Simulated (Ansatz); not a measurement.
A run of Ansatz 0.2.0:

Contents of input.yaml:

```yaml
crystal:
  lattice:
    - [3.1768261656, 0.0, 0.0]
    - [-1.5884130828, 2.7512121628, 0.0]
    - [0.0, 0.0, 10.31886201]
  atoms:
    - { symbol: Mg, position: [0.6666666667, 0.3333333333, 0.75] }
    - { symbol: Mg, position: [0.0, 0.0, 0.5] }
    - { symbol: Mg, position: [0.3333333333, 0.6666666667, 0.25] }
    - { symbol: Mg, position: [0.0, 0.0, 0.0] }
hamiltonian:
  xc: pbesol
  pseudopotentials: { kind: paw }
kpoints:
  mp_grid: { grid: [7, 7, 3] }
scf:
  occupations: { method: fermi_dirac, width: 0.05 }
phonons:
  method: dfpt
```

Potentials or basis: Ansatz PAW.

Command:

```console
$ ansatz run input.yaml --threads 2 --pin off --max-ram 5632MiB --backend cpu --events-out ev --progress --plain --runs-dir out
```

Hardware: 2 threads of Intel(R) Xeon(R) 6975P-C (Granite Rapids) (shared host).

Problem. Estimate the wall time of this run.

Solution. Wall time 9.9 s on 2 threads of Intel(R) Xeon(R) 6975P-C (Granite Rapids), on a shared host, peak memory 0.62 GiB. Counts: scf iterations 8, plane waves 1775, k points 44, bands 24.
